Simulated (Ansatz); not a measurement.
MnO: pressure against volume scale

All results are calculated (Ansatz 0.2.0). Periodic Kohn-Sham DFT of a crystal at fixed atoms, scaled to volume_scale times the given cell; pressure positive in compression, energy less spherical unpolarised free atoms, largest_vzz the field gradient of largest size among the nuclei.

The cell before it is scaled or strained (space group Fm-3m, No. 225):
```
CELL_PARAMETERS angstrom
0.00000 2.22200 2.22200
2.22200 0.00000 2.22200
2.22200 2.22200 0.00000
ATOMIC_POSITIONS crystal
Mn 0.00000 0.00000 0.00000
O 0.50000 0.50000 0.50000
```

Settings of every row: method all-electron PAW; functional PBE; relativity scalar; k mesh 16x16x16; filling fermi-dirac; smearing width 0.05 eV; nucleus gaussian.

Atom:
| element | start moment (bohr magneton) |
| --- | --- |
| Mn | 4 |
| O | 0 |

Limits: semilocal functional can close the gap of open d or f salts; with one magnetic atom in the cell only parallel moments are possible.

| row | volume scale | V (Å³/atom) | pressure (GPa) | cell moment (bohr magneton) |
| --- | --- | --- | --- | --- |
| 1 | 0.94 | 10.312 | 7.185 | 4.586 |
| 2 | 0.96 | 10.532 | 4.384 | 4.642 |
| 3 | 0.98 | 10.751 | 2.027 | 4.704 |
| 4 | 0.99 | 10.861 | ? | ? |
| 5 | 1.01 | 11.08 | -1.18 | 4.787 |
| 6 | 1.02 | 11.19 | -2.215 | 4.81 |
| 7 | 1.04 | 11.409 | -4.215 | 4.849 |

Question: what pressure should row 4 give?

Worked fit of pressure. Take u = (V_r/V)^(2/3) − 1 with V_r = 10.915 Å³ an atom, which is twice the finite (Eulerian) strain; such expansions in the strain, on which the Birch-Murnaghan equation of state is built, carry the rest volume and the bulk modulus. The shown rows have u = 0.03861, 0.0241, 0.01014, -0.00995, -0.01645, -0.02908. Least squares give pressure = 0.3769 + 158.168 × u + 202.3 × u² + 6854 × u³ GPa; a parabola predicts inner rows, each left out in turn, worse (root mean square 0.093 against 0.032 GPa). The rows lie off it by 0.005, -0.018, 0.018, 0.004, -0.014, 0.005 (root mean square 0.012 GPa). The pressure vanishes at u = -0.0024, or V = 10.95 Å³ an atom, and there the bulk modulus at fixed shape and fractions is B = −V dP/dV = (2/3)(1 + u) dP/du = 105 GPa. The withheld row has u = 0.00331, so the fit gives 0.3769 + 158.168 × (0.00331) + 202.3 × (0.00331)² + 6854 × (0.00331)³ = 0.903 GPa.

The calculation gave 0.94 GPa. The fit lies 0.037 GPa (3.9 % of the value, 0.32 % of the column's range) below it; its largest miss of a shown row is 0.018 GPa.

The other values of row 4: cell moment 4.734 bohr magneton.
